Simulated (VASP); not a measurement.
# Ni, energy along a vibration (SMASS = -2): which settings are enough?

Ni, atoms displaced along the mode, 2 atoms in the cell. R2SCAN, energy along a line of displacements; PAW potentials Ni (PBE set). VASP 6.6.1.

Wanted: harmonic frequency within 1 %.

Mode: longitudinal mode at X; Step along the mode (Å): 0.02.

POSCAR:
```
Ni
1.0
    1.7375729330      1.7375729330      0.0000000000
   -1.7375729330      1.7375729330      0.0000000000
    0.0000000000      0.0000000000      3.4751458660
Ni
2
Direct
    0.0000000000      0.0000000000     -0.0115103082
    0.5000000000      0.5000000000      0.5115103082

    0.0000000000   0.0000000000   0.0100000000
    0.0000000000   0.0000000000  -0.0100000000
```

The series start from k mesh: 8 × 8 × 6; Cutoff (eV): 360; Step along the mode (Å): 0.02; Electronic threshold (eV): 1e-7; Smearing width (eV): 0.15; Precision and projection: Accurate, reciprocal space. Each series keeps the choices made before it, and each single choice may use up half of a tolerance.

## k mesh

| k mesh | Harmonic frequency (THz) | Time (s) |
|---|---|---|
| 3 × 3 × 3 | 6.873 | 70 |
| 5 × 5 × 4 | 9.088 | 116 |
| 6 × 6 × 5 | 8.574 | 189 |
| 8 × 8 × 6 | 8.837 | 329 |
| 10 × 10 × 7 | 8.965 | 509 |
| 12 × 12 × 9 (reference) | 8.936 | 866 |

Chosen: 10 × 10 × 7, the loosest value from which every tighter one stays within half of the tolerance.

## Cutoff (eV)

| Cutoff (eV) | Harmonic frequency (THz) | Time (s) |
|---|---|---|
| 190 | 11.66 | 341 |
| 230 | 8.218 | 358 |
| 270 | 8.614 | 641 |
| 320 | 8.653 | 559 |
| 360 | 8.965 | 509 |
| 410 (reference) | 8.999 | 532 |

Chosen: 360.

## All choices together

| Input | Harmonic frequency (THz) | Time (s) |
|---|---|---|
| defaults on a coarse mesh (naive) | 8.656 | 18 |
| chosen settings | 8.965 | 509 |
| reference settings throughout | 8.969 | 933 |

The chosen settings stay within the tolerance of the reference run, but the reference itself isn't shown to be converged in: Electronic threshold (eV), Smearing width (eV).

## The input

INCAR:
```
METAGGA = R2SCAN ; LMIXTAU = True
PREC = Accurate ; ENCUT = 360
EDIFF = 1E-7 ; ALGO = Normal
LREAL = False ; LASPH = True
ISMEAR = 1 ; SIGMA = 0.15
ISYM = 0 ; LWAVE = False
LCHARG = False ; IBRION = 0
SMASS = -2 ; POTIM = 1
NSW = 9 ; NELMIN = 4
KPAR = 2 ; ISPIN = 2
MAGMOM = 1 1
```

KPOINTS:
```
Automatic mesh
0
Gamma
  10 10 7
  0 0 0
```

Commands:
```
cat potpaw_PBE.64/Ni/POTCAR > POTCAR
mpirun -np 2 vasp_std > vasp.out
```

Limits: NELMIN = 4 forces that many electronic steps, so a loose EDIFF looks better here than it is.

The chosen input took VASP 6.6.1 509 s on 2 cores (Intel Xeon Platinum 8259CL @ 2.50GHz (Skylake/Cascade Lake)), a shared host.

## An input that fails: POTIM multiplies the typed steps tenfold

It runs to its end, but against the unchanged starting input it is off by 1088 % in the harmonic frequency.

Changes against the starting input:
```
- POTIM = 1
+ POTIM = 10
```
